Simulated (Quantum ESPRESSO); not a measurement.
# CuO (Tenorite) (C2/c) in Quantum ESPRESSO: convergence with wavefunction cutoff

Aim: find how far wavefunction cutoff must go before the results for CuO (Tenorite) settle, at LDA. This setting moves, with any that are tied to it; all else stays.

All numbers are computed with Quantum ESPRESSO 7.5; they aren't measurements. Logs are shortened: lines on timing, memory, paths and dates and some standing lists are left out, and cuts for length are marked.

**1. The structure**

The structure is monoclinic, space group C2/c (No. 15). Conventional cell: a = 4.684 Å, b = 3.423 Å, c = 5.129 Å, α = 90.00°, β = 99.54°, γ = 90.00°. Cu (site symmetry -1) is surrounded by 4 O at 1.95 to 1.96 Å. Around O (site symmetry 2) lie 4 Cu at 1.95 to 1.96 Å.

**2. With wavefunction cutoff 18 Ry**

Contents of pw.in:

```
&CONTROL
  calculation = 'scf'
  prefix = 'pwscf'
  outdir = './tmp'
  pseudo_dir = './pseudo'
  tprnfor = .true.
  tstress = .true.
  disk_io = 'nowf'
/
&SYSTEM
  ibrav = 0
  nat = 4
  ntyp = 2
  ecutwfc = 18
  ecutrho = 360
  nbnd = 34
  occupations = 'smearing'
  smearing = 'mp'
  degauss = 0.00999582
/
&ELECTRONS
  conv_thr = 8d-10
  electron_maxstep = 120
  mixing_beta = 0.5
/
ATOMIC_SPECIES
Cu    63.5460 cu_lda_v1.2.uspp.F.UPF
O     15.9990 o_lda_v1.2.uspp.F.UPF
CELL_PARAMETERS angstrom
   2.3418500000   -1.7113000000    0.0000000000
   2.3418500000    1.7113000000    0.0000000000
  -0.8500274268    0.0000000000    5.0578693947
ATOMIC_POSITIONS crystal
Cu     0.5000000000    0.0000000000    0.5000000000
Cu     0.0000000000    0.5000000000    0.0000000000
O      0.4184000000    0.5816000000    0.7500000000
O      0.5816000000    0.4184000000    0.2500000000
K_POINTS automatic
8 8 4 0 0 0
```

Potentials or basis: GBRV 1.5 LDA.

The run is started by

```sh
OMP_NUM_THREADS=1 pw.x -in pw.in > pw.out
```

Run time: 17 s. Hardware: 1 thread of Intel Xeon Platinum 8375C at 2.90GHz (Ice Lake), shared host; peak memory 0.16 GiB.

What came out:

```
Free energy            : -11662.5033 eV
Pressure               : -3288.1 GPa
Largest force          : 1.170 eV/Å
Band gap on the k mesh : none (metal or under the smearing width)
```

**3. With wavefunction cutoff 22 Ry**

Changes to pw.in since step 2:

```diff
@@ -13,3 +13,3 @@
   ntyp = 2
-  ecutwfc = 18
+  ecutwfc = 22
   ecutrho = 360
```

Potentials or basis: GBRV 1.5 LDA.

The run is started by

```sh
OMP_NUM_THREADS=1 pw.x -in pw.in > pw.out
```

Wall time 23 s (1 thread of Intel Xeon Platinum 8375C at 2.90GHz (Ice Lake), shared host); peak memory 0.16 GiB.

Results:

```
Free energy            : -11809.4013 eV
Pressure               : -1008.9 GPa
Largest force          : 0.364 eV/Å
Band gap on the k mesh : none (metal or under the smearing width)
```

**4. With wavefunction cutoff 27 Ry**

Changes to pw.in since step 3:

```diff
@@ -13,3 +13,3 @@
   ntyp = 2
-  ecutwfc = 22
+  ecutwfc = 27
   ecutrho = 360
```

The run is started by

```sh
OMP_NUM_THREADS=1 pw.x -in pw.in > pw.out
```

It took 26 s on 1 thread of Intel Xeon Platinum 8375C at 2.90GHz (Ice Lake), shared host; peak memory 0.17 GiB.

What came out:

- Free energy: -11850.3157 eV
- Pressure: -218.2 GPa
- Largest force: 0.318 eV/Å
- Band gap on the k mesh: none (metal or under the smearing width)

**5. With wavefunction cutoff 31 Ry**

Changes to pw.in since step 4:

```diff
@@ -13,3 +13,3 @@
   ntyp = 2
-  ecutwfc = 27
+  ecutwfc = 31
   ecutrho = 360
```

The run is started by

```sh
OMP_NUM_THREADS=1 pw.x -in pw.in > pw.out
```

It took 29 s on 1 thread of Intel Xeon Platinum 8375C at 2.90GHz (Ice Lake), shared host; peak memory 0.18 GiB.

Results:

| Quantity | Value |
| --- | --- |
| Free energy | -11856.5640 eV |
| Pressure | -59.4 GPa |
| Largest force | 0.423 eV/Å |
| Band gap on the k mesh | none (metal or under the smearing width) |

**6. With wavefunction cutoff 36 Ry**

Changes to pw.in since step 5:

```diff
@@ -13,3 +13,3 @@
   ntyp = 2
-  ecutwfc = 31
+  ecutwfc = 36
   ecutrho = 360
```

Potentials or basis: GBRV 1.5 LDA.

The run is started by

```sh
OMP_NUM_THREADS=1 pw.x -in pw.in > pw.out
```

Wall time 39 s (1 thread of Intel Xeon Platinum 8375C at 2.90GHz (Ice Lake), shared host); peak memory 0.18 GiB.

The run converged. Its results:

- Free energy: -11857.8380 eV
- Pressure: -13.5 GPa
- Largest force: 0.455 eV/Å
- Band gap on the k mesh: none (metal or under the smearing width)

**7. With wavefunction cutoff 40 Ry**

Changes to pw.in since step 6:

```diff
@@ -13,3 +13,3 @@
   ntyp = 2
-  ecutwfc = 36
+  ecutwfc = 40
   ecutrho = 360
```

The run is started by

```sh
OMP_NUM_THREADS=1 pw.x -in pw.in > pw.out
```

Wall time 43 s (1 thread of Intel Xeon Platinum 8375C at 2.90GHz (Ice Lake), shared host); peak memory 0.19 GiB.

The run converged. Its results:

* Free energy: -11857.9175 eV
* Pressure: -8.5 GPa
* Largest force: 0.457 eV/Å
* Band gap on the k mesh: none (metal or under the smearing width)

**8. With wavefunction cutoff 45 Ry**

Changes to pw.in since step 7:

```diff
@@ -13,3 +13,3 @@
   ntyp = 2
-  ecutwfc = 40
+  ecutwfc = 45
   ecutrho = 360
```

The run is started by

```sh
OMP_NUM_THREADS=1 pw.x -in pw.in > pw.out
```

Wall time 54 s (1 thread of Intel Xeon Platinum 8375C at 2.90GHz (Ice Lake), shared host); peak memory 0.2 GiB.

It converged, with:

- Free energy: -11857.9365 eV
- Pressure: -9.1 GPa
- Largest force: 0.458 eV/Å
- Band gap on the k mesh: none (metal or under the smearing width)

**9. With wavefunction cutoff 54 Ry**

Changes to pw.in since step 8:

```diff
@@ -13,4 +13,4 @@
   ntyp = 2
-  ecutwfc = 45
-  ecutrho = 360
+  ecutwfc = 54
+  ecutrho = 432
   nbnd = 34
```

Potentials or basis: GBRV 1.5 LDA.

The run is started by

```sh
OMP_NUM_THREADS=1 pw.x -in pw.in > pw.out
```

Wall time 57 s (1 thread of Intel Xeon Platinum 8375C at 2.90GHz (Ice Lake), shared host); peak memory 0.26 GiB.

It converged, with:

| Quantity | Value |
| --- | --- |
| Free energy | -11858.0051 eV |
| Pressure | -9.0 GPa |
| Largest force | 0.457 eV/Å |
| Band gap on the k mesh | none (metal or under the smearing width) |

**10. With wavefunction cutoff 68 Ry**

Changes to pw.in since step 9:

```diff
@@ -13,4 +13,4 @@
   ntyp = 2
-  ecutwfc = 54
-  ecutrho = 432
+  ecutwfc = 68
+  ecutrho = 544
   nbnd = 34
```

Potentials or basis: GBRV 1.5 LDA.

The run is started by

```sh
OMP_NUM_THREADS=1 pw.x -in pw.in > pw.out
```

pw.out:

```text
This program is part of the open-source Quantum ESPRESSO suite
     for quantum simulation of materials; please cite
[... 9 lines left out ...]
     --------------------
     sticks:   dense  smooth     PW     G-vecs:    dense   smooth      PW
     Sum        1241     615    185                58639    20707    3533

     Using Slab Decomposition

     bravais-lattice index     =            0
     lattice parameter (alat)  =       5.4811  a.u.
     unit-cell volume          =     273.5769 (a.u.)^3
     number of atoms/cell      =            4
     number of atomic types    =            2
     number of electrons       =        50.00
     number of Kohn-Sham states=           34
     kinetic-energy cutoff     =      68.0000  Ry
     charge density cutoff     =     544.0000  Ry
     scf convergence threshold =      8.0E-10
     mixing beta               =       0.5000
     number of iterations used =            8  plain     mixing
     Exchange-correlation= SLA  PZ   NOGX NOGC
                           (   1   1   0   0   0   0   0)

     celldm(1)=   5.481121  celldm(2)=   0.000000  celldm(3)=   0.000000
     celldm(4)=   0.000000  celldm(5)=   0.000000  celldm(6)=   0.000000

     crystal axes: (cart. coord. in units of alat)
               a(1) = (   0.807400  -0.590005   0.000000 )
               a(2) = (   0.807400   0.590005   0.000000 )
               a(3) = (  -0.293064   0.000000   1.743802 )

     reciprocal axes: (cart. coord. in units 2 pi/alat)
               b(1) = (  0.619272 -0.847451  0.104075 )
               b(2) = (  0.619272  0.847451  0.104075 )
               b(3) = ( -0.000000  0.000000  0.573460 )

     PseudoPot. # 1 for Cu read from file:
     cu_lda_v1.2.uspp.F.UPF
     Pseudo is Ultrasoft + core correction, Zval = 19.0
     Generated by new atomic code, or converted to UPF format
     Using radial grid of  867 points,  6 beta functions with:
                l(1) =   0
                l(2) =   0
                l(3) =   1
                l(4) =   1
                l(5) =   2
                l(6) =   2
     Q(r) pseudized with  8 coefficients,  rinner =    1.150   1.150   1.150
                                                       1.150   1.150

     PseudoPot. # 2 for O  read from file:
     o_lda_v1.2.uspp.F.UPF
     Pseudo is Ultrasoft + core correction, Zval =  6.0
     Generated by new atomic code, or converted to UPF format
     Using radial grid of  737 points,  5 beta functions with:
                l(1) =   0
                l(2) =   0
                l(3) =   1
                l(4) =   1
                l(5) =   2
     Q(r) pseudized with  8 coefficients,  rinner =    0.900   0.900   0.900
                                                       0.900   0.900

     atomic species   valence    mass     pseudopotential
     Cu               19.00    63.54600     Cu( 1.00)
     O                 6.00    15.99900     O ( 1.00)

      4 Sym. Ops., with inversion, found ( 2 have fractional translation)

   Cartesian axes

     site n.     atom                  positions (alat units)
         1        Cu     tau(   1) = (   0.2571678  -0.2950025   0.8719008  )
         2        Cu     tau(   2) = (   0.4036998   0.2950025   0.0000000  )
         3        O      tau(   3) = (   0.5876017   0.0962888   1.3078513  )
         4        O      tau(   4) = (   0.7341337  -0.0962888   0.4359504  )

     number of k points=    78  Methfessel-Paxton smearing, width (Ry)=  0.0100
                       cart. coord. in units 2pi/alat
        k(    1) = (   0.0000000   0.0000000   0.0000000), wk =   0.0078125
        k(    2) = (   0.0000000   0.0000000   0.1433649), wk =   0.0156250
        k(    3) = (   0.0000000   0.0000000  -0.2867299), wk =   0.0078125
        k(    4) = (   0.0774090   0.1059313   0.0130094), wk =   0.0312500
        k(    5) = (   0.0774090   0.1059313   0.1563743), wk =   0.0312500
        k(    6) = (   0.0774090   0.1059313  -0.2737205), wk =   0.0312500
[... 70 lines left out ...]
        k(   77) = (  -0.6192720   0.0000000   0.0392898), wk =   0.0156250
        k(   78) = (  -0.6192720   0.0000000  -0.3908049), wk =   0.0078125

     Dense  grid:    58639 G-vectors     FFT dimensions: (  45,  45,  72)

     Smooth grid:    20707 G-vectors     FFT dimensions: (  30,  30,  54)

     Check: negative core charge=   -0.000003

     Initial potential from superposition of free atoms

     starting charge      48.0000, renormalised to      50.0000
     Starting wfcs are   34 randomized atomic wfcs

     Self-consistent Calculation

     iteration #  1     ecut=    68.00 Ry     beta= 0.50
     Davidson diagonalization with overlap
     ethr =  1.00E-02,  avg # of iterations =  4.2

     total energy              =    -869.03342342 Ry
     estimated scf accuracy    <       4.73466411 Ry

     iteration #  2     ecut=    68.00 Ry     beta= 0.50
     Davidson diagonalization with overlap
     ethr =  9.47E-03,  avg # of iterations =  3.0
[... 71 lines left out ...]
     total energy              =    -871.54884844 Ry
     estimated scf accuracy    <          8.7E-10 Ry

     iteration # 13     ecut=    68.00 Ry     beta= 0.50
     Davidson diagonalization with overlap
     ethr =  1.75E-12,  avg # of iterations =  1.6

     End of self-consistent calculation

          k = 0.0000 0.0000 0.0000 (  2597 PWs)   bands (ev):

  -100.3149-100.3141 -58.2988 -58.2985 -58.2672 -58.2584 -57.8972 -57.8967
    -8.2768  -6.8666   3.1078   5.7745   6.1796   8.0362   8.2584   8.2648
     8.2808   8.3869   8.6891   8.7435   8.9793   9.1545   9.2139   9.7245
    11.6370  12.3743  13.0890  17.2949  19.4184  24.5100  26.9428  27.5622
    28.0121  28.1585

          k = 0.0000 0.0000 0.1434 (  2577 PWs)   bands (ev):
[... 585 lines left out ...]
  -100.3132-100.3132 -58.3100 -58.3100 -58.2625 -58.2625 -57.9047 -57.9047
    -6.8032  -6.8032   4.9827   4.9827   5.3809   5.3809   6.3092   6.3092
     8.8183   8.8183   9.0717   9.0717   9.5837   9.5837   9.9032   9.9032
    11.1409  11.1409  17.0425  17.0425  20.2858  20.2858  23.5391  23.5391
    25.9958  25.9958

          k =-0.6193 0.0000-0.1041 (  2594 PWs)   bands (ev):

  -100.3132-100.3129 -58.3140 -58.3096 -58.2656 -58.2593 -57.9071 -57.9041
    -6.9135  -6.5441   3.8508   5.2298   5.3851   5.9159   6.6468   7.4858
     8.1685   8.7303   9.0985   9.1218   9.2373   9.2425   9.7663  10.1729
    10.7446  12.5006  14.5716  18.2838  19.7111  21.2399  22.7190  23.6785
    25.1377  26.2201

          k =-0.6193 0.0000 0.0393 (  2609 PWs)   bands (ev):

  -100.3132-100.3129 -58.3133 -58.3103 -58.2647 -58.2603 -57.9066 -57.9045
    -6.8627  -6.6017   4.0992   5.1503   5.5963   5.8552   6.2453   6.9711
     8.3251   9.0120   9.0902   9.1487   9.2987   9.4483   9.9997  10.1080
    10.6633  11.9674  15.1615  17.8913  19.4602  20.9663  23.4783  23.8596
    26.0185  26.6874

          k =-0.6193 0.0000-0.3908 (  2612 PWs)   bands (ev):

  -100.3130-100.3130 -58.3118 -58.3118 -58.2625 -58.2625 -57.9056 -57.9056
    -6.7356  -6.7356   4.7272   4.7272   5.7137   5.7137   6.3102   6.3102
     8.6537   8.6537   9.1293   9.1293   9.7249   9.7249  10.0848  10.0848
    11.0133  11.0133  16.4465  16.4465  20.2193  20.2193  24.1334  24.1334
    27.1265  27.1265

     the Fermi energy is    11.4353 ev

!    total energy              =    -871.54884844 Ry
     estimated scf accuracy    <          1.9E-10 Ry
     smearing contrib. (-TS)   =      -0.00007280 Ry
     internal energy E=F+TS    =    -871.54877564 Ry

     The total energy is F=E-TS. E is the sum of the following terms:
     one-electron contribution =    -620.13358564 Ry
     hartree contribution      =     336.40169146 Ry
     xc contribution           =     -90.64794845 Ry
     ewald contribution        =    -497.16893300 Ry

     convergence has been achieved in  13 iterations

     Forces acting on atoms (cartesian axes, Ry/au):

     atom    1 type  1   force =     0.00000000    0.00000000    0.00000000
     atom    2 type  1   force =     0.00000000    0.00000000    0.00000000
     atom    3 type  2   force =    -0.00000000   -0.01780019   -0.00000000
     atom    4 type  2   force =     0.00000000    0.01780019    0.00000000

     Total force =     0.025173     Total SCF correction =     0.000002

     Computing stress (Cartesian axis) and pressure

          total   stress  (Ry/bohr**3)                   (kbar)     P=      -85.73
  -0.00064114  -0.00000000   0.00000458          -94.32       -0.00        0.67
  -0.00000000  -0.00034232   0.00000000           -0.00      -50.36        0.00
   0.00000458   0.00000000  -0.00076492            0.67        0.00     -112.52

=------------------------------------------------------------------------------=
   JOB DONE.
=------------------------------------------------------------------------------=
```

Run time: 89 s. Hardware: 1 thread of Intel Xeon Platinum 8375C at 2.90GHz (Ice Lake), shared host; peak memory 0.35 GiB.

Results:

| Quantity | Value |
| --- | --- |
| Free energy | -11858.0262 eV |
| Pressure | -8.6 GPa |
| Largest force | 0.458 eV/Å |
| Band gap on the k mesh | none (metal or under the smearing width) |

**11. The series at a glance**

| wavefunction cutoff | energy less the tightest run, at zero smearing (meV/atom) | pressure (GPa) | largest force (eV/Å) | SCF cycles | CPU time (s) | peak memory (GiB) |
| --- | --- | --- | --- | --- | --- | --- |
| 18 Ry | 48880.81 | -3288.08 | 1.170 | 13 | 17 | 0.16 |
| 22 Ry | 12156.18 | -1008.92 | 0.364 | 12 | 23 | 0.16 |
| 27 Ry | 1927.62 | -218.19 | 0.318 | 13 | 26 | 0.17 |
| 31 Ry | 365.55 | -59.35 | 0.423 | 14 | 29 | 0.18 |
| 36 Ry | 47.05 | -13.50 | 0.455 | 12 | 39 | 0.18 |
| 40 Ry | 27.16 | -8.50 | 0.457 | 12 | 43 | 0.19 |
| 45 Ry | 22.43 | -9.10 | 0.458 | 13 | 54 | 0.2 |
| 54 Ry | 5.28 | -9.01 | 0.457 | 13 | 57 | 0.26 |
| 68 Ry | 0.00 | -8.57 | 0.458 | 13 | 89 | 0.35 |

Against the tightest run, the largest force stays within 0.005 eV/Å from 36 Ry on. Not settled before the last step: the energy (to 1 meV/atom), the pressure (to 0.1 GPa). The tightest run that finished is the yardstick and may itself not be fully converged.

Caveats: the run has no spin polarisation, though such a crystal can be magnetic; semilocal functionals often make such compounds metallic where correlation or magnetic order opens a gap, which also shifts bond lengths.
